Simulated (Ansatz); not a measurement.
The system is Co.

```
Co
1.0
     2.47056    0.00000    0.00000
    -1.23528    2.13957    0.00000
     0.00000    0.00000    8.08823
Co
4
Direct
  0.66667 0.33333 0.75000
  0.00000 0.00000 0.50000
  0.33333 0.66667 0.25000
  0.00000 0.00000 0.00000
```

Base run:

```yaml
Program: Ansatz 0.2.0
Functional: LDA
Potentials_or_basis: all-electron LAPW, scalar-relativistic
Cutoff: 290 eV
Density_cutoff: 1162 eV
Basis_error_allowed: 0.002 eV/atom
k_mesh: 12 × 12 × 4
Occupations: fermi-dirac, width 0.05 eV
Spin: collinear spin, ferromagnetic start
Starting_moments: "[2.0, 2.0, 2.0, 2.0] μB"
```

Its results: pressure -14.7 GPa.

The run is repeated on the same cell with these changes: functional from LDA to PBEsol; spin from collinear spin, ferromagnetic start to no spin polarisation. What comes out?

Pressure -18.7 GPa.

Several settings changed at once, so the effect can't be laid on one alone.

Not every run made on this cell is shown here.
